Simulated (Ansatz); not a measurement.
# Ge: the cost of one run

Computed with Ansatz 0.2.0 (DFT LDA, scalar-relativistic, plane waves, PAW, unless a step's input says otherwise).

11 further runs of the same task are left out: 11 set aside as unsound or not needed.

## Step 1: Starting point

It takes space group Fd-3m (No. 227, cubic). Conventional cell: a = 5.621 Å, b = 5.621 Å, c = 5.621 Å, α = 90.00°, β = 90.00°, γ = 90.00°. Ge (site symmetry -43m) has 4 Ge at 2.43 Å as nearest neighbours.

Coordinates:

```
Ge
1.0
     0.00000    2.81071    2.81071
     2.81071    0.00000    2.81071
     2.81071    2.81071    0.00000
Ge
2
Direct
  0.50000 0.50000 0.50000
  0.75000 0.75000 0.75000
```

It is the result of an earlier relaxation at this level (volume 22.20 Å³/atom; gap on the mesh: none (metal)).

## Step 2: What is varied

The energy is mapped over a normal mode and a strain (zone-centre modes of the cell shown) (x along [1 0 0], y along [0 1 0], z along [0 0 1] of the conventional cell).

The axes are (1) amplitude of mode 4 (289 cm⁻¹), largest displacement in the unstrained cell: 11 values from −0.082 Å; (2) strain +e along z and -e/2 along x and y: 7 values from −7.00 %.

Nothing else is relaxed (the pattern is fixed in fractional coordinates). Energies count from the relaxed high-symmetry cell. Points are written as (first, second).

The modes come from a phonon run on the reference cell, made beforehand.

The patterns, per unit of each coordinate (Å):

```
atom      x1     y1     z1
 Ge1   1.000  0.000  0.000
 Ge2  -1.000  0.000  0.000
```

## Step 3: Point (−0.082 Å, −7.00 %)

Input file input.yaml:

```yaml
crystal:
  lattice:
    - [0.0, 2.9090873871, 2.6139625797]
    - [2.9090873871, 0.0, 2.6139625797]
    - [2.9090873871, 2.9090873871, 0.0]
  atoms:
    - { symbol: Ge, position: [0.5145870489, 0.4854129511, 0.4854129511] }
    - { symbol: Ge, position: [0.7354129511, 0.7645870489, 0.7645870489] }
basis:
  ecutwfc: 420
kpoints:
  mp_grid: { grid: [14, 14, 14] }
hamiltonian:
  xc: lda
  pseudopotentials: { kind: paw, azcp: { folder: soft_1 } }
scf:
  occupations: { method: gaussian, width: 0.15 }
output:
  forces: true
  stress: true
  eigenvalues: true
```

Started as:

```
> ansatz run input.yaml --threads 1 --pin off --max-ram 2048MiB --backend cpu --events-out ev --progress --plain --runs-dir out
```

What time and memory should one allow on 1 thread of AMD EPYC 9R45 (Zen 5), shared host?

About 9.3 s, with a peak of 0.75 GiB.
